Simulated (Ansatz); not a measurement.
## What a change of settings does to a run on Hf

The geometry is COD entry 1522789, unchecked; take it as a test cell. The listed cell was then made from it by scaling, straining or moving an atom.

First run: DFT, PBE, all-electron PAW with datasets made for the crystal, scalar-relativistic (Ansatz 0.2.0).

Command: `ansatz run input.yaml --threads 1 --pin off --max-ram 2048MiB --backend cpu --events-out ev --progress --plain --runs-dir out` The run took 30 s on 1 thread of Intel(R) Xeon(R) 6975P-C (Granite Rapids), with other jobs on the host.

```yaml
crystal:
  lattice:
    - [-1.7914625, 1.7914625, 1.805]
    - [1.7914625, -1.7914625, 1.805]
    - [1.8185375, 1.8185375, -1.805]
  atoms:
    - { symbol: Hf, position: [0.0, 0.0, 0.0] }
kpoints:
  mp_grid: { grid: [16, 16, 16] }
scf:
  occupations: { method: fermi_dirac, width: 0.08 }
hamiltonian:
  xc: pbe
  pseudopotentials: { kind: all_electron, datasets: crystal }
output:
  forces: true
  stress: true
  eigenvalues: true
  efg: { contact_densities: true }
```

Result: converged; pressure -4.76 GPa; no gap on the k mesh; 9 SCF iterations.

Spin–orbit coupling is left out, though it moves levels of the heavy atoms by tenths of an eV or more.

The input is then changed:

```diff
@@ -9,5 +9,5 @@
   mp_grid: { grid: [16, 16, 16] }
 scf:
-  occupations: { method: fermi_dirac, width: 0.08 }
+  occupations: { method: cold, width: 0.05 }
 hamiltonian:
   xc: pbe
```

Task: What does the second run give?

Result: It converged; energy at zero smearing -1.2 meV/atom from the first run; pressure -5.22 GPa; no gap on the k mesh; 9 SCF iterations.
